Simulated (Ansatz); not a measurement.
PbF2 in the fluorite structure

**What was measured.** A cell as deposited of cubic PbF2 (space group Fm-3m), temperature not stated, from the Crystallography Open Database (2011, doi:10.1127/0935-1221/2011/0023-2136), has a = 5.931 Å and 17.38 Å³/atom.

Method: PBE, scalar-relativistic; no spin polarisation; PAW, 420 eV, Γ-centred 10×10×10 mesh, 0.05 eV Gaussian smearing; code Ansatz; PAW files: Ansatz's generated set soft_2.

Space group Fm-3m (No. 225). a = 6.001 Å, b = 6.001 Å, c = 6.001 Å, α = 90.00°, β = 90.00°, γ = 90.00°
| atom | site | symmetry | x | y | z |
| --- | --- | --- | --- | --- | --- |
| Pb | 4a | m-3m | 0.0000 | 0.0000 | 0.0000 |
| F | 8c | -43m | 0.2500 | 0.7500 | 0.7500 |

The start was a prototype's sites filled with these elements; the Crystallography Open Database holds the compound in this structure.

The cell above was scaled in volume, its shape and atoms being fixed by the lattice's symmetry. Energies are counted from the cell above.

Cell and atoms are those of this level's equilibrium.

```csv
V (Å³/atom),ΔE (meV/atom),P from the stress (GPa)
17.016,12.64,4.31
17.286,6.48,3.00
17.646,1.57,1.41
18.007,0.00,0.00
18.367,1.40,-1.26
18.727,5.56,-2.38
19.267,16.06,-3.83
19.807,31.11,-5.05
```

Task: Do the energies and the pressures agree? Compare −ΔE/ΔV between neighbouring points (1 meV/Å³ = 0.1602 GPa) with the mean of their pressures.

Result: 
| interval (Å³/atom) | −ΔE/ΔV (GPa) | mean P (GPa) |
| --- | --- | --- |
| 17.02 to 17.29 | 3.7 | 3.7 |
| 17.29 to 17.65 | 2.2 | 2.2 |
| 17.65 to 18.01 | 0.7 | 0.7 |
| 18.01 to 18.37 | -0.6 | -0.6 |
| 18.37 to 18.73 | -1.9 | -1.8 |
| 18.73 to 19.27 | -3.1 | -3.1 |
| 19.27 to 19.81 | -4.5 | -4.4 |
They differ by 0.03 GPa at most.

Task: What do the two routes give for V0, B0 and B0′?

Result: A third-order Birch–Murnaghan fit of the energies: V0 = 18.01 Å³/atom, B0 = 67 GPa, B0′ = 4.8. A polynomial of P in ln V, with B = −dP/d ln V at P = 0: V0 = 18.01 Å³/atom, B0 = 67 GPa, B0′ = 4.8.

B0·V0 = 66.5 GPa × 18.01 Å³ = 7.48 eV/atom sets the scale: near the minimum ΔE ≈ ½ B0 V0 x², with x = V/V0 − 1, and a pressure of 0.7 GPa squeezes the volume by about 1 %. At the ends of the curve: x = −5.5 % predicts 11.3 meV/atom and the run gives 12.6; x = +10.0 % predicts 37.4 meV/atom and the run gives 31.1. Compression costs more and expansion less than the parabola says, since the crystal stiffens as it shrinks; B0′ measures that.

**Comparison.** The computed cell (6.001 Å, 18.01 Å³/atom) differs from the database's by +3.6 % in volume, about +1.2 % in length. PBE usually overestimates volumes by a few per cent. The static lattice also lacks zero-point motion and thermal expansion, roughly 1.0 to 2.6 % in volume at 300 K (room temperature assumed) by Grüneisen's rule, γ·3k_BT/(B0·V0) with γ of 1 to 2.5, so its own overestimate is larger than the figure. Spin–orbit coupling, left out, also moves the volume of such heavy elements' compounds.

 Scalar-relativistic only: spin–orbit splittings of the heavy atoms' levels are missing.

The matching energies and stresses make the equation of state internally sound, though this says nothing about the functional's accuracy. A bulk modulus of 67 GPa fits a largely ionic fluoride with a large divalent cation: long Pb–F contacts and singly charged anions give a modest electrostatic energy per volume, and so a fairly soft lattice. The asymmetry of the curve has the same origin. Closed-shell repulsion between Pb and F rises steeply as the ions approach, while the Coulomb attraction varies slowly, so the lattice stiffens on compression and softens on expansion.

The Pb 6s pair stays stereochemically inactive here, but the fixed cubic symmetry imposes this, so the curve is no test of a lone-pair distortion. Nor does the smooth compression branch show that fluorite survives under pressure. PbF2 is known to adopt the denser cotunnite structure, with higher cation coordination, under modest compression, so the points at positive pressure probably describe a metastable phase. Deciding that would take the enthalpies of both structures.
